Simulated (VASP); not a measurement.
Here is a VASP 6.6.1 calculation.

POSCAR

```
Mo
1.0
   -1.5807922698      1.5807922698      1.5807922698
    1.5807922698     -1.5807922698      1.5807922698
    1.5807922698      1.5807922698     -1.5807922698
  Mo
     1
Direct
     0.0000000000000000    0.0000000000000000    0.0000000000000000
```

File INCAR.step1:

```
PREC = Accurate ; ENCUT = 600
EDIFF = 1E-8 ; ISMEAR = 1
SIGMA = 0.2 ; LREAL = F
LASPH = T ; NELM = 80
ALGO = Normal ; ISIF = 3
LWAVE = F ; LCHARG = F
GGA = PE ; KPAR = 4
IBRION = 2 ; NSW = 40
EDIFFG = -0.002
```

File INCAR.step2:

```
PREC = Accurate ; ENCUT = 600
EDIFF = 1E-8 ; ISMEAR = 1
SIGMA = 0.2 ; LREAL = F
LASPH = T ; NELM = 80
ALGO = Normal ; ISIF = 3
LWAVE = F ; LCHARG = F
GGA = PE ; KPAR = 4
IBRION = 6 ; NFREE = 2
POTIM = 0.015 ; NSW = 1
```

The input KPOINTS:

```
Automatic mesh
0
Gamma
  12 12 12
```

Potentials or basis: VASP PAW PBE potentials, release 64 (Mo_sv).

The run is started by

```console
$ cat potpaw_PBE.64/Mo_sv/POTCAR > POTCAR
$ cp INCAR.step1 INCAR
$ mpirun -np 4 vasp_std > vasp.out
$ cp CONTCAR POSCAR
$ cp INCAR.step2 INCAR
$ mpirun -np 4 vasp_std > vasp.out
```

(1) What does it give for the elastic constants C11, C12, C44?

(2) Estimate the Voigt bulk modulus.

Results:

(1) 507, 142, 117 GPa.

(2) 264 GPa.
